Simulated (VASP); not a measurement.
Input of a VASP 6.6.1 run:

POSCAR

```
AlN
1.0
    0.0000000000      2.1839935600      2.1839935600
    2.1839935600      0.0000000000      2.1839935600
    2.1839935600      2.1839935600      0.0000000000
Al N
1 1
Direct
    0.0000000000      0.0000000000      0.0000000000
    0.7500000000      0.7500000000      0.7500000000
```

File INCAR.step1:

```
ALGO = Normal ; EDIFF = 1E-5
ENCUT = 520 ; GGA = PE
ISIF = 2 ; ISMEAR = 0
LASPH = T ; LCHARG = F
LREAL = F ; LWAVE = T
NELM = 60 ; PREC = Accurate
SIGMA = 0.02
```

INCAR.step2

```
ALGO = Normal ; EDIFF = 1E-6
ENCUT = 520 ; GGA = PE
HFSCREEN = 0.2 ; ISIF = 2
ISMEAR = 0 ; ISTART = 1
LASPH = T ; LCHARG = F
LHFCALC = T ; LREAL = F
LWAVE = F ; NELM = 60
PREC = Accurate ; PRECFOCK = Fast
SIGMA = 0.02
```

File KPOINTS:

```
k-points
0
Gamma
  8 8 8
```

KPOINTS_OPT

```
path GXWKGLUWLK,UX
10
line-mode
reciprocal
 0.0000000000  0.0000000000  0.0000000000  G
 0.5000000000  0.0000000000  0.5000000000  X

 0.5000000000  0.0000000000  0.5000000000  X
 0.5000000000  0.2500000000  0.7500000000  W

 0.5000000000  0.2500000000  0.7500000000  W
 0.3750000000  0.3750000000  0.7500000000  K

 0.3750000000  0.3750000000  0.7500000000  K
 0.0000000000  0.0000000000  0.0000000000  G

 0.0000000000  0.0000000000  0.0000000000  G
 0.5000000000  0.5000000000  0.5000000000  L

 0.5000000000  0.5000000000  0.5000000000  L
 0.6250000000  0.2500000000  0.6250000000  U

 0.6250000000  0.2500000000  0.6250000000  U
 0.5000000000  0.2500000000  0.7500000000  W

 0.5000000000  0.2500000000  0.7500000000  W
 0.5000000000  0.5000000000  0.5000000000  L

 0.5000000000  0.5000000000  0.5000000000  L
 0.3750000000  0.3750000000  0.7500000000  K

 0.6250000000  0.2500000000  0.6250000000  U
 0.5000000000  0.0000000000  0.5000000000  X
```

Potentials or basis: VASP PAW PBE potentials, release 64 (Al, N).

Command:

```bash
$ cat potpaw_PBE.64/Al/POTCAR potpaw_PBE.64/N/POTCAR > POTCAR
$ cp INCAR.step1 INCAR
$ mpirun -np 1 vasp_std > vasp.out
$ cp INCAR.step2 INCAR
$ mpirun -np 1 vasp_std > vasp.out
```

(1) Estimate the pressure.

(2) Predict the band gap along the path.

## Answers

(1) -0.6 GPa.

(2) 4.58 eV, indirect (least direct gap 5.57 eV).

Caveat: the PAW data sets were made with another functional, which shifts forces and pressure a little.
